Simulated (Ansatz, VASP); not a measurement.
# Two plane-wave programs on InP

The input INCAR:

```
SYSTEM = InP
PREC = Accurate
ENCUT = 520
EDIFF = 1E-7
ISMEAR = 0
SIGMA = 0.02
LREAL = .FALSE.
LASPH = .TRUE.
NELM = 100
ALGO = Fast
ISIF = 2
LWAVE = .FALSE.
LCHARG = .FALSE.
GGA = PS
NBANDS = 16
```

KPOINTS

```
Automatic mesh
0
G
  10 10 10
  0 0 0
```

Contents of POSCAR:

```
InP
1.0
    0.0000000000      2.9390910338      2.9390910338
    2.9390910338      0.0000000000      2.9390910338
    2.9390910338      2.9390910338      0.0000000000
In P
1 1
Direct
    0.0000000000      0.0000000000      0.0000000000
    0.2500000000      0.2500000000      0.2500000000
```

Input for Ansatz:

```yaml
crystal:
  lattice:
    - [0.0, 2.9390910338, 2.9390910338]
    - [2.9390910338, 0.0, 2.9390910338]
    - [2.9390910338, 2.9390910338, 0.0]
  atoms:
    - { symbol: In, position: [0.0, 0.0, 0.0] }
    - { symbol: P, position: [0.25, 0.25, 0.25] }
basis:
  ecutwfc: 420
kpoints:
  mp_grid: { grid: [10, 10, 10] }
  band_path:
    path:
      - [0.0, 0.0, 0.0]
      - [-0.5, -0.5, 0.0]
      - [-0.375, -0.375, 0.25]
      - [-0.375, 0.0, 0.375]
      - [0.0, 0.0, 0.5]
      - [-0.5, -0.25, 0.25]
    npoints: 1
hamiltonian:
  xc: pbesol
scf:
  occupations: { method: gaussian, width: 0.02 }
  n_extra_bands: 4
output:
  forces: true
  stress: true
  eigenvalues: true
  write_density: true
  write_potential: true
  elf: true
  volumetric_format: npy
```

Alike in both runs: task single point; functional PBEsol; k mesh 10 × 10 × 10; occupations gaussian, width 0.02 eV; no spin polarisation.

|  | VASP | Ansatz |
| --- | --- | --- |
| version | VASP 6.6.1 | Ansatz 0.2.0 |
| potentials or method | VASP PAW PBE potentials, release 64 (In_d, P) | scalar-relativistic, plane waves, PAW |
| plane-wave cutoff (eV) | 520 | 420 |
| valence electrons in the cell | 18 | 18 |

|  | VASP | Ansatz | Ansatz less VASP |
| --- | --- | --- | --- |
| gap on the k mesh at the Fermi level (eV) | 0.57 | 0.57 | +0.002 |
| least direct gap on the mesh (eV) | 0.57 | 0.57 | +0.002 |
| pressure (GPa) | 0.0 | 0.0 | +0.01 |

Caveats: the PAW data sets were made with another functional, which shifts forces and pressure a little (VASP); spin-orbit coupling is left out, which moves the levels of the heavy elements.
